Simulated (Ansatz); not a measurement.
# PbF2 (fluorite): a single-point run

Wanted: a converged single-point run for PbF2 (fluorite), and a check of what comes out. The structure is shown as the input types it.

Method: DFT r2SCAN, scalar-relativistic, plane waves, PAW, in Ansatz 0.2.0.

## 1. The system as given

The structure is cubic, space group Fm-3m (No. 225). The conventional cell has a = 5.921 Å, b = 5.921 Å, c = 5.921 Å, α = 90.00°, β = 90.00°, γ = 90.00°. Around Pb (site symmetry m-3m) lie 8 F at 2.56 Å. F (site symmetry -43m) has 4 Pb at 2.56 Å as nearest neighbours.

Coordinates:

```
Pb F
1.0
     0.00000    2.96046    2.96046
     2.96046    0.00000    2.96046
     2.96046    2.96046    0.00000
Pb F
1 2
Direct
  0.00000 0.00000 0.00000
  0.25000 0.25000 0.25000
  0.75000 0.75000 0.75000
```

## 2. Running it

File input.yaml:

```yaml
crystal:
  lattice:
    - [0.0, 2.9604591747, 2.9604591747]
    - [2.9604591747, 0.0, 2.9604591747]
    - [2.9604591747, 2.9604591747, 0.0]
  atoms:
    - { symbol: Pb, position: [0.0, 0.0, 0.0] }
    - { symbol: F, position: [0.25, 0.25, 0.25] }
    - { symbol: F, position: [0.75, 0.75, 0.75] }
basis:
  ecutwfc: 500
  ecutrho_ratio: 4
kpoints:
  mp_grid: { grid: [8, 8, 8] }
hamiltonian:
  xc: r2scan
scf:
  occupations: { method: gaussian, width: 0.05 }
  max_iter: 100
output:
  forces: true
  stress: true
magnetization:
  spin_polarized: true
  initial_magnetization: 1
```

The run is started by

```console
ansatz run input.yaml --threads 4 --pin off --max-ram 7168MiB --backend cpu --events-out ev --progress --plain --runs-dir out
```

**Question.** How will this run end, and is anything wrong with its input?

This run ends as converged, with warnings (seeded moment not kept, stability check not made). Its log warns: «the starting moments were not kept: the SCF closed with an absolute magnetisation of 6.6e-7 μB, where they sum to 1 μB in size (3 sites) ...»

The suspect setting: magnetization.spin_polarized is true; magnetization.initial_magnetization is 1. The risk: unrealistic starting moment. The run ends with a total moment of 0.00 μB. It still converged here, which does not make the setting sound.

To check: delete magnetization.spin_polarized and magnetization.initial_magnetization (the default then holds).
